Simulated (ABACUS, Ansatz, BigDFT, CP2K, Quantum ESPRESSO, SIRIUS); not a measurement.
# Cost and result for the equilibrium volume of NaI

Symmetry: Fm-3m, No. 225, cubic system. The conventional cell has a = 6.473 Å, b = 6.473 Å, c = 6.473 Å, α = 90.00°, β = 90.00°, γ = 90.00°. Around I (site symmetry m-3m) lie 6 Na at 3.24 Å. Na (site symmetry m-3m) has 6 I at 3.24 Å as nearest neighbours.

| rung | level | program and potentials | cutoff (eV) | k mesh | smearing | task | core time | chip | equilibrium volume (Å³/atom) | notes |
| --- | --- | --- | --- | --- | --- | --- | --- | --- | --- | --- |
| GGA | PBEsol | Ansatz, Ansatz PAW | 420 | 7 × 7 × 7 | fermi-dirac 0.05 | relaxation of cell and atoms | 6.3 s | Intel Xeon | 32.78 | potentials made for PBE, which Ansatz adapts in part; 13 valence electrons an atom on average |
| GGA + dispersion | PBEsol+D3(BJ) | Ansatz, Ansatz PAW | 420 | 7 × 7 × 7 | fermi-dirac 0.05 | relaxation of cell and atoms | 7.1 s | Intel Xeon | 30.62 | potentials made for PBE, which Ansatz adapts in part; 13 valence electrons an atom on average |
| GGA + dispersion | PBEsol+D3(BJ)+ATM | Ansatz, Ansatz PAW | 420 | 7 × 7 × 7 | fermi-dirac 0.05 | relaxation of cell and atoms | 7.4 s | Intel Xeon | 30.85 | potentials made for PBE, which Ansatz adapts in part; 13 valence electrons an atom on average |
| GGA + dispersion | PBEsol+D4 | Ansatz, Ansatz PAW | 420 | 7 × 7 × 7 | fermi-dirac 0.05 | relaxation of cell and atoms | 7.7 s | Intel Xeon | 31.96 | potentials made for PBE, which Ansatz adapts in part; 13 valence electrons an atom on average |
| GGA | PBEsol | Ansatz, JTH PAW | 1440 | 7 × 7 × 7 | fermi-dirac 0.05 | equation of state | 23 s | Intel Xeon | 33.01 | potentials made for PBE |
| GGA | PBE | CP2K, POTENTIAL_UZH I GTH-PBE-q7, Na GTH-PBE-q9; DZVP-MOLOPT-PBE-GTH basis | - | 6 × 6 × 6 | fermi-dirac 0.05 | relaxation of cell and atoms | 73 s | Intel Xeon 6975P-C Granite Rapids | 35.26 | atomic basis; 8 valence electrons an atom on average |
| GGA + dispersion | PBE+D2 | CP2K, POTENTIAL_UZH I GTH-PBE-q7, Na GTH-PBE-q9; DZVP-MOLOPT-PBE-GTH basis | - | 6 × 6 × 6 | fermi-dirac 0.05 | relaxation of cell and atoms | 96 s | Intel Xeon 6975P-C Granite Rapids | 32.47 | atomic basis; 8 valence electrons an atom on average |
| GGA | PBE | CP2K, POTENTIAL_UZH I GTH-PBE-q7, Na GTH-PBE-q9; TZVP-MOLOPT-PBE-GTH basis | - | 7 × 7 × 7 | fermi-dirac 0.05 | equation of state | 2.6 min | Arm Neoverse V2 | 35.39 | atomic basis |
| GGA | PBE | ABACUS, PseudoDojo NC SR 0.4.1 PBE standard, plane waves | 1211 | 7 × 7 × 7 | fermi-dirac 0.05 | equation of state | 3.7 min | AMD EPYC 7B13 Zen 3 | 34.81 | - |
| GGA + dispersion | PBE+D3(BJ) | Quantum ESPRESSO, PseudoDojo 0.4.1 SR PBE standard | 1197 | 7 × 7 × 7 | fermi-dirac 0.05 | equation of state | 3.9 min | Arm Neoverse V1 | 32.40 | - |
| GGA | PBEsol | SIRIUS, all-electron FP-LAPW, apw+lo standard | - | 7 × 7 × 7 | fermi-dirac 0.05 | equation of state | 6.3 min | Arm Neoverse V1 | 32.81 | - |
| GGA | PBE | BigDFT, UZH-GTH-PBE (I q7, Na q1) | - | 5 × 5 × 4 | fixed | equation of state | 25 min | Intel Xeon Platinum 8259CL Skylake/Cascade Lake | 34.57 | cell of 4 atoms |

Times are single runs on shared hosts and different chips, so they are rough; meshes, cutoffs and the tasks' sizes weigh on the time. All rows: no spin polarisation. Smearing widths are in eV. Meshes differ between rows, which moves values too. Meshes are those of the run's cell of 2 atoms unless a note names another. Relaxations start from the cell shown or near it and stop with a little pressure left. Runs on faulty files, with rough fits or with known faults for this quantity aren't shown. No row holds spin-orbit coupling.

By rung: GGA 32.78 to 34.81; GGA + dispersion 30.62 to 32.40; GGA in atomic bases 35.26 to 35.39; GGA + dispersion in atomic bases 32.47 (Å³/atom).
